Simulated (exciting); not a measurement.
## CdO (Monteponite): equation of state with PBE

CdO (Monteponite):

```xyz
2
Lattice="0.0000 2.3495 2.3495 2.3495 0.0000 2.3495 2.3495 2.3495 0.0000" Properties=species:S:1:pos:R:3 pbc="T T T"
Cd    0.0000    0.0000    0.0000
O     2.3495    2.3495    2.3495
```

```json
{
  "Program": "exciting (release sodium)",
  "Task": "equation of state",
  "Functional": "PBE",
  "Potentials or basis": "all-electron LAPW+lo, shipped species files, valence relativity iora*",
  "rgkmax": "7",
  "k mesh": "10 × 10 × 10",
  "Occupations": "fermi-dirac, width 0.05 eV",
  "Spin": "no spin polarisation"
}
```

The equilibrium volume is 13.56 Å³/atom. The bulk modulus is 125 GPa and the pressure derivative of the bulk modulus is 5.0.

Energy against volume, from the lowest point:
```csv
volume (Å³/atom),energy (meV/atom)
12.191,66.23
12.451,41.58
12.710,23.49
12.970,10.63
13.229,3.11
13.488,0.00
13.748,0.77
```

PBE usually gives volumes a little too large and moduli too small. Zero-point motion and thermal expansion aren't in these numbers.
